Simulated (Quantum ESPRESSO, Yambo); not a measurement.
# Quasiparticle gap of CdTe (F-43m) in Yambo, part 2 of 3

How does a plane-wave GW calculation on CdTe (F-43m) run from the first input to the gap?

Quantum ESPRESSO 7.5 and Yambo 5.3.0; PBE and many-body steps on it, plane waves. Known limits of the many-body steps: not at the basis limit; no spin-orbit coupling; coarse k mesh.

So far. Step 2 (Ground state): The gap is direct, at Γ. Step 3 (Bands along the symmetry lines): The gap is 0.770 eV, as in the run before at this level.

### Step 4. Empty states on the mesh, 4×4×4 mesh, 122 bands

Level of this step: DFT, PBE, plane waves, norm-conserving pseudopotentials (Quantum ESPRESSO).

The sums over transitions need many empty states on a uniform mesh; this step solves for them.

Contents of pw.in:

```
&control
  calculation = 'nscf'
  prefix = 'x'
  outdir = 'o'
  pseudo_dir = 'pseudo'
/
&system
  ibrav = 0
  nat = 2
  ntyp = 2
  ecutwfc = 94.0
  nbnd = 122
  force_symmorphic = .true.
/
&electrons
  conv_thr = 1e-9
  electron_maxstep = 80
  diago_full_acc = .true.
  diago_thr_init = 5e-6
/
ATOMIC_SPECIES
  Cd 112.41 Cd.upf
  Te 127.6 Te.upf
CELL_PARAMETERS angstrom
  0.0000000000 3.2400000000 3.2400000000
  3.2400000000 0.0000000000 3.2400000000
  3.2400000000 3.2400000000 0.0000000000
ATOMIC_POSITIONS crystal
  Cd 0.0000000000 0.0000000000 0.0000000000
  Te 0.2500000000 0.2500000000 0.2500000000
K_POINTS automatic
  4 4 4 0 0 0
```

Launch:

```sh
> OMP_NUM_THREADS=1 mpirun -n 8 pw.x -nk 4 -in pw.in > pw.out
```

The log of the run:

```text
[banner, memory and clock lines left out]
Program PWSCF v.7.5 starts

     Atomic positions and unit cell read from directory:
     o/x.save/

     Message from routine setup:
     using ibrav=0 with symmetry is DISCOURAGED, use correct ibrav instead

     bravais-lattice index     =            0
     lattice parameter (alat)  =       8.6588  a.u.
     unit-cell volume          =     459.0517 (a.u.)^3
     number of atoms/cell      =            2
     number of atomic types    =            2
     number of electrons       =        44.00
     number of Kohn-Sham states=          122
     kinetic-energy cutoff     =      94.0000  Ry
     charge density cutoff     =     376.0000  Ry
     Exchange-correlation= PBE
                           (   1   4   3   4   0   0   0)

     celldm(1)=   8.658823  celldm(2)=   0.000000  celldm(3)=   0.000000
     celldm(4)=   0.000000  celldm(5)=   0.000000  celldm(6)=   0.000000

     crystal axes: (cart. coord. in units of alat)
               a(1) = (   0.000000   0.707107   0.707107 )
               a(2) = (   0.707107   0.000000   0.707107 )
               a(3) = (   0.707107   0.707107   0.000000 )

     reciprocal axes: (cart. coord. in units 2 pi/alat)
               b(1) = ( -0.707107  0.707107  0.707107 )
               b(2) = (  0.707107 -0.707107  0.707107 )
               b(3) = (  0.707107  0.707107 -0.707107 )
     Pseudo is Norm-conserving + core correction, Zval = 20.0
     Generated using ONCVPSP code by D. R. Hamann
     Using radial grid of 1368 points,  6 beta functions with:
     Pseudo is Norm-conserving + core correction, Zval = 24.0
     Generated using ONCVPSP code by D. R. Hamann
     Using radial grid of 1294 points,  8 beta functions with:
     Cd               20.00   112.41000     Cd( 1.00)
     Te               24.00   127.60000     Te( 1.00)

     24 Sym. Ops. (no inversion) found

   Cartesian axes

     site n.     atom                  positions (alat units)
         1        Cd     tau(   1) = (   0.0000000   0.0000000   0.0000000  )
         2        Te     tau(   2) = (   0.3535534   0.3535534   0.3535534  )

     number of k points=     8
                       cart. coord. in units 2pi/alat
        k(    1) = (   0.0000000   0.0000000   0.0000000), wk =   0.0312500
        k(    2) = (   0.1767767   0.1767767  -0.1767767), wk =   0.2500000
        k(    3) = (  -0.3535534  -0.3535534   0.3535534), wk =   0.1250000
[...]
k(    7) = (  -0.7071068   0.0000000   0.0000000), wk =   0.0937500
        k(    8) = (  -0.7071068   0.3535534   0.0000000), wk =   0.1875000

     Dense  grid:    56833 G-vectors     FFT dimensions: (  54,  54,  54)

     The potential is recalculated from file :
     o/x.save/charge-density

     Starting wfcs are   23 randomized atomic wfcs +   99 random wfcs

     Band Structure Calculation

     End of band structure calculation

          k = 0.0000 0.0000 0.0000 (  7119 PWs)   bands (ev):

  -150.4559-100.4824-100.4824-100.4824 -93.9054 -54.9602 -54.9602 -54.9602
   -27.7572 -27.7572 -27.7572 -27.7493 -27.7493  -2.9059  -0.0114  -0.0114
    -0.0114   0.2488   0.2488   8.2696   8.2696   8.2696   9.0401  12.8896
    12.8896  12.8896  15.7323  17.7425  17.7425  18.3490  18.3490  18.3490
[...]
[... 4 further rows ...]
[...]
75.0650  75.0651

          k = 0.1768 0.1768-0.1768 (  7075 PWs)   bands (ev):

  -150.4559-100.4824-100.4824-100.4824 -93.9054 -54.9602 -54.9602 -54.9602
[...]
[... 4 further rows ...]
[...]
74.8974  75.7476

          k =-0.3536-0.3536 0.3536 (  7120 PWs)   bands (ev):

  -150.4559-100.4824-100.4824-100.4824 -93.9054 -54.9603 -54.9602 -54.9602
[...]
50.0998  50.9654  50.9654  51.3953  52.8916  52.8916  53.7707  54.0719
     [... 4 further rows ...]
    71.9145  72.0256  72.7539  72.7539  73.8694  74.2684  75.0743  75.3252
    75.3252  76.1338

          k = 0.3536 0.0000 0.0000 (  7059 PWs)   bands (ev):

     [... further k-points ...]

     highest occupied, lowest unoccupied level (ev):     8.2696    9.0401

     XML data file, pseudopotentials, collected wavefunctions
```

Wall time 14 s (8 MPI ranks of Arm Neoverse V1, shared host); peak memory 0.69 GiB.

This step gave:

```yaml
gap: 0.7705 eV
k_of_the_valence_top: 0, 0, 0
k_of_the_conduction_bottom: 0, 0, 0
least_direct_gap: 0.7705 eV
k_points_computed: 8
lowest_point_of_the_top_converged_band_above_the_valence_top: 65.9721 eV
```

On this mesh the gap is 0.770 eV.

### Step 5. Conversion and set-up

This step: Yambo 5.3.0; conversion and set-up on PBE, plane waves, norm-conserving pseudopotentials.

The states are converted to the many-body program's format and the q mesh is built.

Launch:

```sh
> (cd o/x.save; p2y > p2y.log; mv SAVE ../..); yambo > setup.log
```

The log of the run:

```text
 Yambo, version 5.3.0

 [02] CORE Variables Setup
 =========================

  [02.01] Unit cells
  ==================

  Cell kind             :  FCC
  Atoms in the cell     :  Cd  Te
  number of Cd atoms    :  1
  number of Te atoms    :  1

  List of atomic masses
  Mass of Cd    :  112.4100
  Mass of Te    :  127.6000

  List of atomic coordinates    : [cc]
  Cd1       :  0.000000  0.000000  0.000000  order 1
  Te1       :  3.061356  3.061356  3.061356  order 2

  Alat factors          :  6.122713  6.122713  6.122713 [a.u.]
  Direct lattice volume :  459.0517 [a.u.]
  Direct lattice vectors:  A[ 1 ]  A[ 2 ]  A[ 3 ]
   A[ 1 ]:  0.000000  1.000000  1.000000  [iru]
   0.000000  6.122713  6.122713  [cc]
   A[ 2 ]:  1.000000  0.000000  1.000000  [iru]
   6.122713  0.000000  6.122713  [cc]
   A[ 3 ]:  1.000000  1.000000  0.000000  [iru]
   6.122713  6.122713  0.000000  [cc]

  Recip. lattice volume :  0.540354 [a.u.]
  Recip. lattice vectors:  B[ 1 ]  B[ 2 ]  B[ 3 ]
   B[ 1 ]: -0.500000  0.500000  0.500000  [iku]
  -0.513105  0.513105  0.513105  [cc]
   B[ 2 ]:  0.500000 -0.500000  0.500000  [iku]
   0.513105 -0.513105  0.513105  [cc]
   B[ 3 ]:  0.500000  0.500000 -0.500000  [iku]
   0.513105  0.513105 -0.513105  [cc]

  [02.02] Symmetries
  ==================

  Inversion symmetry    : yes
  Spatial inversion     : no
  Inversion index       :  25
  K-space Time-reversal : yes
  Magnetic symmetries   : no
  Time-reversal derived K-space symmetries:   25   48
  Group table correct   : yes
  Symmetries units      :  [cc]

   [S  1]:   1.0000      0.54281E-17  0.54281E-17  0.54281E-17   1.0000     -0.54281E-17 -0.54281E-17 -0.54281E-17   1.0000
   [S  2]:  -1.0000     -0.54281E-17  0.54281E-17 -0.54281E-17  -1.0000     -0.54281E-17  0.54281E-17  0.54281E-17   1.0000
   [S  3]:  -1.0000      0.54281E-17 -0.54281E-17 -0.54281E-17   1.0000      0.54281E-17  0.54281E-17 -0.54281E-17  -1.0000
[...]
[S  9]:  0.54281E-17   1.0000      0.54281E-17 -0.54281E-17  0.54281E-17   1.0000       1.0000     -0.54281E-17 -0.54281E-17
   [S 10]:  0.54281E-17  -1.0000     -0.54281E-17 -0.54281E-17 -0.54281E-17  -1.0000       1.0000      0.54281E-17  0.54281E-17
     [... 36 further rows ...]
   [S*47]:   1.0000      0.54281E-17 -0.54281E-17  0.54281E-17 -0.54281E-17  -1.0000     -0.54281E-17   1.0000      0.54281E-17
   [S*48]:   1.0000     -0.54281E-17  0.54281E-17  0.54281E-17  0.54281E-17   1.0000     -0.54281E-17  -1.0000     -0.54281E-17

  [02.03] Reciprocal space
  ========================

  nG shells         :   480
  nG charge         :   56833
  nG WFs            :   8335
  nC WFs            :   7120
  G-vecs. in first 48 shells:  [ Number ]
     1    9   15   27   51   59   65   89  113
    137   169   181   229   259   283   307   331   339
    387   411   459   531   537   561   609   645   701
[...]
1639  1687  1759
  ...
[...]
K/Q-points units:
  rlu = crystal or reduced units; cc = cartesian coordinates; iku = interal k-units

  K [1]          [rlu]:  0.000000  0.000000  0.000000
         WF components:   7119
  K [2]          [rlu]: -0.71308E-17 -0.71308E-17  0.25000
         WF components:   7075
  K [3]          [rlu]:  0.14262E-16  0.14262E-16 -0.50000
         WF components:   7120
  K [4]          [rlu]: -0.21313E-17  0.25000      0.25000
         WF components:   7059
  K [5]          [rlu]: -0.70720E-17  0.25000     -0.50000
         WF components:   7053
  [... 2 further k-points ...]
  K [8]          [rlu]:  0.250000 -0.500000 -0.250000
         WF components:   7060

  [02.05] Energies & Occupations
  ==============================

  [X] === General ===
  [X] Electronic Temperature                        :  0.000000  0.000000 [eV K]
  [X] Bosonic    Temperature                        :  0.000000  0.000000 [eV K]
  [X] Finite Temperature mode                       : no
  [X] El. density                                   :  0.64683E+24 [cm-3]
  [X] Fermi Level                                   :  8.269562 [eV]

  [X] === Gaps and Widths ===
  [X] Conduction Band Min                           :  0.770493 [eV]
  [X] Valence Band Max                              :  0.000000 [eV]
  [X] Filled Bands                                  :  22
  [X] Empty Bands                                   :   23  122
  [X] Direct Gap                                    :  0.770493 [eV]
  [X] Direct Gap localized at k                     :  1
  [X] Indirect Gap                                  :  0.770493 [eV]
  [X] Indirect Gap between kpts                     :  1  1
  [X] Last valence band width                       :  2.192419 [eV]
  [X] 1st conduction band width                     :  3.488558 [eV]

  E @ K [1]:  [eV]
  -158.7255 -108.7520 -108.7520 -108.7520 -102.1750  -63.2298  -63.2298  -63.2298
  -36.02678 -36.02678 -36.02678 -36.01889 -36.01889 -11.17550  -8.28099  -8.28099
   -8.28099     -8.02074     -8.02074    -0.343402E-8 -0.212383E-8   0.00000     0.770493      4.62005
[...]
occ @ K [1]
[...]
E @ K [2]:  [eV]
[...]
occ @ K [2]
[...]
E @ K [3]:  [eV]
[...]
occ @ K [3]
[...]
E @ K [4]:  [eV]
[...]
occ @ K [4]
[...]
E @ K [5]:  [eV]
[...]
occ @ K [5]
[...]
[... 2 further k-points ...]
  E @ K [8]:  [eV]
[...]
occ @ K [8]
[...]
0.000000  0.000000  0.000000  0.000000  0.000000  0.000000  0.000000  0.000000
   0.000000  0.000000  0.000000  0.000000  0.000000  0.000000  0.000000  0.000000

 [03] Transferred momenta grid and indexing
 ==========================================

 IBZ Q-points                                      :   8
 BZ  Q-points                                      :   64

 K/Q-points units:
 rlu = crystal or reduced units; cc = cartesian coordinates; iku = interal k-units

 Q [1]          [rlu]:  0.000000  0.000000  0.000000
 Q [2]          [rlu]: -0.71308E-17 -0.71308E-17  0.25000
 Q [3]          [rlu]:  0.14262E-16  0.14262E-16 -0.50000
[...]
Q [7]          [rlu]:  0.42627E-17 -0.50000     -0.50000
 Q [8]          [rlu]:  0.250000 -0.500000 -0.250000

  [03.01] X indexes
  =================

   [03.01.01] Sigma indexes
   ========================

 [06] Game Over & Game summary
```

Wall time 3.5 s (1 MPI rank); peak memory 0.26 GiB.

[end of part 2 of 3]

[Paths, hosts, dates, memory and timing lines, banners, echoed tables and standing remarks are left out of the program output.]

[Logs are printed without paths, hosts, clocks, repeated set-up lines and the standing remarks that a program may print on its own settings, such as how far it seeks lower states.]

[Runs of the session that timed out or met a known fault of the program may be left out.]

[Hosts, paths, dates, database ids (printed as entryN), source tags and the programs' standing remarks are cut or masked in the printed files.]
